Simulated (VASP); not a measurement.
**VASP 6.6.1 run: KBr**

INCAR

```
LREAL = .FALSE.
ISMEAR = -1
LCHARG = .FALSE.
PREC = Accurate
IBRION = -1
NBANDS = 10
IVDW = 21
NSW = 0
ENCUT = 520
GGA = PE
EDIFF = 1E-7
ISIF = 2
NELM = 120
LASPH = .TRUE.
LWAVE = .FALSE.
SIGMA = 0.02
```

KPOINTS

```
KPOINTS created by Atomic Simulation Environment
0
Monkhorst-Pack
6 6 6
0 0 0
```

POSCAR

```
K  Br
 1.0000000000000000
     0.0553244894000000    3.6882992942000001    3.6882992942000001
     3.6882992942000001    0.0553244894000000    3.6882992942000001
     3.7436237835999999    3.7436237835999999    0.0000000000000000
 K   Br
   1   1
Cartesian
 -0.0000000000000000 -0.0000000000000000  0.0252036452624186
  1.8718118918000000  1.8718118917999997  1.8189460018375809
```

The recommended PBE PAW datasets give the neutral cell 16 valence electrons.

Command

```
mpirun -np 1 vasp_std
```

Question: Predict the outcome of this run.

Answer: It converged. Results: gap between bands v and c on the k mesh 4.37 eV; least direct gap on the k mesh 4.38 eV; pressure 0.2 GPa. Band v is the last that the valence electrons fill when counted band by band, and c is the next.

OSZICAR

```
N       E                     dE             d eps       ncg     rms          rms(c)
DAV:   1     0.109089871107E+03    0.10909E+03   -0.66705E+03  1260   0.133E+03
DAV:   2     0.221444922774E+01   -0.10688E+03   -0.10126E+03  1654   0.283E+02
DAV:   3    -0.599273497078E+01   -0.82072E+01   -0.81648E+01  1448   0.782E+01
DAV:   4    -0.635415467959E+01   -0.36142E+00   -0.36107E+00  2340   0.141E+01
DAV:   5    -0.635654209160E+01   -0.23874E-02   -0.23873E-02  1490   0.105E+00    0.317E+00
DAV:   6    -0.604473197130E+01    0.31181E+00   -0.54678E-01  1338   0.400E+00    0.224E+00
DAV:   7    -0.600883818553E+01    0.35894E-01   -0.27474E-01  1542   0.313E+00    0.111E+00
DAV:   8    -0.602956451047E+01   -0.20726E-01   -0.27781E-02  1626   0.161E+00    0.195E-01
DAV:   9    -0.603190969219E+01   -0.23452E-02   -0.23047E-03  1682   0.334E-01    0.132E-01
DAV:  10    -0.603415552054E+01   -0.22458E-02   -0.17173E-03  1272   0.350E-01    0.244E-02
DAV:  11    -0.603420008535E+01   -0.44565E-04   -0.58784E-05  1644   0.624E-02    0.806E-03
DAV:  12    -0.603422208367E+01   -0.21998E-04   -0.21758E-05  1286   0.473E-02    0.440E-03
DAV:  13    -0.603422228375E+01   -0.20007E-06   -0.10038E-06  1512   0.108E-02    0.835E-04
DAV:  14    -0.603422244671E+01   -0.16297E-06   -0.17306E-07  1214   0.456E-03    0.494E-04
DAV:  15    -0.603422246528E+01   -0.18571E-07   -0.24887E-08   898   0.186E-03
   1 F= -.62512881E+01 E0= -.62512881E+01  d E =-.136326E-10
```

Standard output (part)

```
POSCAR found type information on POSCAR K Br
 POSCAR found :  2 types and       2 ions
 LDA part: xc-table for (Slater+PW92), standard interpolation
 POSCAR, INCAR and KPOINTS ok, starting setup
 WAVECAR not read
 entering main loop
 augmentation electrons   15.9988939234448
 total        electrons   15.9988939234448
 augmentation electrons   37.3175355972775
 total        electrons   37.3175355972775
 augmentation electrons  9.885393623068581E-002
 soft         electrons   15.9000400102622
 total        electrons   15.9988939464929
 Hirshfeld-I algorithm:
 translations:           2           2           2
 H-I iteration:           1
 atom:           1  0.941143158355903       1.876835680651157E-002
 atom:           2 -0.941143158355903      -1.876835680651157E-002
 H-I iteration:           2
 atom:           1  0.956099953160756       1.495679480485335E-002
 atom:           2 -0.956099953160756      -1.495679480485335E-002
 H-I iteration:           3
 atom:           1  0.968163247120200       1.206329395944361E-002
 atom:           2 -0.968163247120200      -1.206329395944361E-002
 H-I iteration:           4
 atom:           1  0.977993773683722       9.830526563522346E-003
 atom:           2 -0.977993773683722      -9.830526563522346E-003
 H-I iteration:           5
 atom:           1  0.986076309514954       8.082535831231419E-003
 atom:           2 -0.986076309514954      -8.082535831231419E-003
 H-I iteration:           6
...
```

The shifted mesh misses Γ, so a band edge there is missed.

For comparison, a separate PBE run of the intended cell, on usual settings and not on those above, gives a gap of 4.26 eV on its mesh and a pressure of 0.3 GPa.
